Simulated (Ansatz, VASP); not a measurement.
**BiTe: VASP beside Ansatz**

```xyz
2
Lattice="0.0000 3.2776 3.2776 3.2776 0.0000 3.2776 3.2776 3.2776 0.0000" Properties=species:S:1:pos:R:3 pbc="T T T"
Bi    0.0000    0.0000    0.0000
Te    3.2776    3.2776    3.2776
```

Change from the starting cell: volume scaled by 1.04, crystal datasets.

Alike in both runs: task electric field gradients; functional LDA; k mesh 10 × 10 × 10; occupations fermi-dirac, width 0.08 eV; no spin polarisation.

|  | VASP | Ansatz |
| --- | --- | --- |
| version | VASP 6.6.1 | Ansatz 0.2.0 |
| potentials or method | VASP PAW LDA potentials, release 64 (Bi_d, Te), cutoff 520 eV | all-electron PAW with datasets made for the crystal, scalar-relativistic |

```tsv
	VASP	Ansatz	Ansatz less VASP
pressure (GPa)	-4.3	-4.3	-0.04
Vzz of the field gradient on the site that differs most (V/Å²)	0.0	0.0	0.00
```

Ansatz ran all-electron here, so the differences hold the error of VASP's frozen core and of both bases. Ansatz warned: «gradients_without_spin_orbit».
